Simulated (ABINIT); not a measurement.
Runs of ABINIT 10.8.3 (patched build) on V. The structure is cubic, space group Im-3m (No. 229). Conventional cell: a = 3.029 Å, b = 3.029 Å, c = 3.029 Å, α = 90.00°, β = 90.00°, γ = 90.00°. V (site symmetry m-3m) has 8 V at 2.62 Å as nearest neighbours. 

| smearing | gap on the mesh (eV) | pressure (GPa) | moment (μB) |
| --- | --- | --- | --- |
| cold (ABINIT) 0.1 eV | none | -4.8 | 0.12 |
| methfessel-paxton 0.1 eV | none | -4.8 | 0.05 |
| cold-b (ABINIT) 0.1 eV | none | -4.9 | 0.14 |
| gaussian 0.1 eV | none | -4.9 | 0.00 |
| fermi-dirac 0.1 eV | none | (a) | 0.00 |

Alike in all rows: task single point; level PBE; potentials or basis JTH PAW PBE v2.0; spin collinear, ferromagnetic start; cell as given; k mesh 12 × 12 × 12; cutoff (eV) 408.

Question: Estimate the missing entries.

Answer: (a) -4.6.

A gap of «none» marks a metal or a gap under the smearing width.
